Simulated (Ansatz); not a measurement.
# SnO (Pm-3m) in Ansatz: single point with PBE

Aim: the single point of SnO with PBE.

Everything below comes from runs of Ansatz 0.2.0. Logs are shortened: lines on timing, memory, paths and dates and some standing lists are left out, and cuts for length are marked.

### Step 1. Starting point

Symmetry: Pm-3m, No. 221, cubic system. Conventional cell: a = 3.132 Å, b = 3.132 Å, c = 3.132 Å, α = 90.00°, β = 90.00°, γ = 90.00°. Around Sn (site symmetry m-3m) lie 8 O at 2.71 Å. Around O (site symmetry m-3m) lie 8 Sn at 2.71 Å.

The cell was built by a generator and needn't be a form met in nature.

### Step 2. Single point, PBE

The input, input.yaml:

```yaml
crystal:
  lattice:
    - [3.13193, 0.0, 0.0]
    - [0.0, 3.13193, 0.0]
    - [0.0, 0.0, 3.13193]
  atoms:
    - { symbol: Sn, position: [0.0, 0.0, 0.0] }
    - { symbol: O, position: [0.5, 0.5, 0.5] }
kpoints:
  mp_grid: { grid: [5, 5, 5] }
scf:
  occupations: { method: fermi_dirac, width: 0.03 }
hamiltonian:
  xc: pbe
  pseudopotentials: { kind: all_electron, lapw: { basis_error: 0.002 } }
output:
  forces: true
  stress: true
  eigenvalues: true
```

Potentials or basis: all-electron LAPW, scalar-relativistic.

Launch:

```
$ ansatz run input.yaml --threads 1 --pin off --max-ram 3072MiB --backend cpu --events-out ev --progress --plain --runs-dir out
```

The log of the run:

```text
Warning: RAYON_NUM_THREADS=1 ignored (pool sized by the plan → 1); use --threads N
LAPW: plane waves up to 7.336 Å⁻¹, error target 2.0e-3 eV per atom; small_component_spin mean_spin; O in spheres of 1.229 Å, 6 of its electrons in bands, Dirac shells []; Sn in spheres of 1.483 Å, 22 of its electrons in bands, Dirac shells [] (how accurate: hamiltonian.pseudopotentials.lapw.basis_error, Limitations)
Engine: ansatz 0.2.0, aarch64-unknown-linux-gnu
Pseudopotentials: kind: all_electron
Pseudopotential: Sn, LAPW, valence charge 22, lapw/all_electron/scalar/gaussian/Sn, Koelling and Harmon's equation, gaussian nucleus
Pseudopotential: O, LAPW, valence charge 6, lapw/all_electron/scalar/gaussian/O, Koelling and Harmon's equation, gaussian nucleus
Functional definition: PBE
  parameter kappa = 0.804
  parameter beta = 0.06672455060314922
  exchange = pbe_x(kappa = kappa, mu = beta*pi^2/3)
  correlation = pbe_c(beta = beta)
Crystal: 2 atoms, lattice volume = 30.721 Å³
Basis set: ecut = 205.05432832489652 eV, 203 PW (Γ), exchange–correlation at level 2
Bands: 18, of which v1, the nominal top of the filled ones, is band 14 counted from 1 (13 counted from 0)
Symmetry: 48 space group operations
Space group: Pm-3m (ITA 221), of the structure as read, at distance tolerance 3.1e-5 Å
k-points: 10 of 125
Non-local potential: Sn, projectors of the file, none
Non-local potential: O, projectors of the file, none
Initial density: superposition of atomic densities (chi_scale 0.1, normalization cell, long waves kept (reshape's long-wave potential 0.00 eV rms))
Initial wavefunctions: plane waves of lowest kinetic energy (no species holds an atomic orbital)
Functional: x = pbe(κ = 0.804, μ = 0.2195149727645171), c = pbe(β = 0.06672455060314922)
iter 1 solved again at ethr=1.10e-2 eV; its pass at ethr=1.00e-1 eV (dr2=3.07e0 eV) is discarded
SCF iter   1: F=—  HF=-170138.310602 eV  |F-HF|=—  |Δ(HF+E_count)|=         —  Δρ=7.65e-2  dr2=3.07e0  ethr=1.10e-2  ⟨swp⟩=2.0  Hψ=1172  notcnv=0
preconditioner: auto → none  [insulator: Δε(μ)=2.356 eV  Ē_g=19.939 eV  σ=0.030 eV  W_gap=1.00  n_scr=6 (ndim 8)  ℏωp=30.0 eV  f_vac=0.000  D(μ)=0.00/eV (n_scr^D=0)  ε∞_Penn≈3.3]
SCF iter   2: F=—  HF=-170138.757569 eV  |F-HF|=—  |Δ(HF+E_count)|=   4.47e-1  Δρ=7.84e-2  dr2=3.16e0  ethr=1.10e-2  ⟨swp⟩=3.0  Hψ=609  notcnv=0
iter 3 solved again at ethr=5.15e-5 eV; its pass at ethr=1.10e-2 eV (dr2=1.44e-2 eV) is discarded
SCF iter   3: F=—  HF=-170136.387184 eV  |F-HF|=—  |Δ(HF+E_count)|=    2.37e0  Δρ=5.61e-3  dr2=1.45e-2  ethr=5.15e-5  ⟨swp⟩=2.5  Hψ=930  notcnv=0
SCF iter   4: F=—  HF=-170136.342595 eV  |F-HF|=—  |Δ(HF+E_count)|=   4.46e-2  Δρ=5.21e-3  dr2=1.59e-2  ethr=5.15e-5  ⟨swp⟩=3.0  Hψ=583  notcnv=0
SCF iter   5: F=—  HF=-170136.335621 eV  |F-HF|=—  |Δ(HF+E_count)|=   6.97e-3  Δρ=1.90e-3  dr2=2.09e-3  ethr=5.15e-5  ⟨swp⟩=2.0  Hψ=539  notcnv=0
SCF iter   6: F=—  HF=-170136.334662 eV  |F-HF|=—  |Δ(HF+E_count)|=   9.58e-4  Δρ=1.87e-4  dr2=7.19e-6  ethr=7.47e-6  ⟨swp⟩=2.0  Hψ=527  notcnv=0
SCF iter   7: F=—  HF=-170136.334668 eV  |F-HF|=—  |Δ(HF+E_count)|=   5.85e-6  Δρ=7.87e-5  dr2=3.48e-6  ethr=2.57e-8  ⟨swp⟩=2.9  Hψ=552  notcnv=0
SCF iter   8: F=-170136.334667 eV  HF=-170136.334667 eV  |F-HF|=7.11e-8  |Δ(HF+E_count)|=   9.50e-7  Δρ=1.11e-5  dr2=6.90e-8  ethr=1.24e-8  ⟨swp⟩=2.0  Hψ=524  notcnv=0
SCF 1 converged in 8 iterations: F = -170136.334667 eV  dr2 = 6.90e-8
SCF converged after 8 iterations
Free energy (F): -170136.334667 eV
Harris-Foulkes:  -170136.334667 eV  (|F-HF|=7.11e-8)
Internal energy: -170136.334667 eV  (E = F + TS)
E sigma→0 (E₀):  -170136.334667 eV
Fermi energy:    14.054514 eV
--- Per-component energies (eV) ---
  E_band       = -660.702898
  E_kinetic    = 178827.219255
  E_xc         = -4729.008204
  E_electrostatic = -344234.545719  (all electrons and nuclei)
  E_smearing   = -0.000000  (= −TS)
  E_closure    = 0.000000  (closes the sum)
  E_atoms      = -170126.513849  (free atoms, spherical and without spin; not in F)
  Σ components = -170136.334667   (vs F -170136.334667, Δ=0.00e0)
  Basis errors (estimates in eV, not in F): energy 5.1e-4 per atom: plane waves 4.7e-4 (2.4e-4 summed), levels above the bands 1.8e-115, relativity 5.7e-8, radial functions 3.1e-5, core shells 3.5e-8; eigenvalues (radial functions only) 1.8e-4; not estimated: angular momenta, meshes, grids; target (lapw.basis_error) 2.0e-3; muffin-tin radii O 1.229 Å, Sn 1.483 Å
--- Forces (eV/Å), atoms counted from 1 ---
  atom   1  Sn    -0.00000000    -0.00000000     0.00000000
  atom   2  O      0.00000000     0.00000000     0.00000000
  max |Σ_I F_I| component: 5.37e-31 eV/Å
--- Stress (GPa, compression-positive) ---
        0.198055      -0.000000       0.000000
       -0.000000       0.198055      -0.000000
        0.000000      -0.000000       0.198055
  P = ⅓ Tr σ = 0.1981 GPa (1.981 kbar)
--- Band table (eV; the first three rows and the last of 10) ---
  k-point 0: bands = ["-115.6180", "-71.4048", "-71.4048", "-71.4048", "-7.8732", "-7.8732", "-7.5256", "-7.5256", "-7.5256", "-4.0008", "6.4004", "11.4560", "11.4560", "11.4560", "21.8106", "21.8106", "21.8106", "21.8985"]
  k-point 1: bands = ["-115.6180", "-71.4065", "-71.4047", "-71.4047", "-7.8680", "-7.7864", "-7.5557", "-7.5557", "-7.5231", "-3.7873", "5.9806", "11.5978", "11.6934", "11.6934", "18.1253", "21.5799", "21.5799", "22.3767"]
  k-point 2: bands = ["-115.6178", "-71.4093", "-71.4045", "-71.4045", "-7.8595", "-7.6457", "-7.6037", "-7.6037", "-7.5191", "-3.3986", "5.2319", "12.1141", "12.1141", "12.4149", "15.0413", "21.0770", "21.0770", "23.8344"]
  k-point 9: bands = ["-115.6175", "-71.4087", "-71.4087", "-71.4087", "-7.7099", "-7.6928", "-7.6928", "-7.4937", "-7.4937", "-2.7115", "9.1078", "10.4799", "10.4799", "11.9542", "14.6900", "14.6900", "16.7837", "25.6420"]
```

Run time: 1.9 s. Hardware: 1 thread of Arm Neoverse V2, shared host; peak memory 0.22 GiB.

What came out:

```yaml
Free_energy: -170136.3347 eV
Pressure: 0.2 GPa
Band_gap_on_the_k_mesh: 1.26 eV, indirect (least direct gap 1.81 eV)
```

Levels at points of the mesh, in eV from the valence-band top:
| k point | band 10 | band 11 | band 12 | band 13 | band 14 | band 15 | band 16 | band 17 | band 18 |
| --- | --- | --- | --- | --- | --- | --- | --- | --- | --- |
| (0.00, 0.00, 0.00) | -17.43 | -7.03 | -1.97 | -1.97 | -1.97 | 8.38 | 8.38 | 8.38 | 8.47 |

Caveat: spin-orbit coupling is left out, which moves the levels of the heavy elements; an odd mesh through Γ misses points on the zone boundary, where band edges often lie.
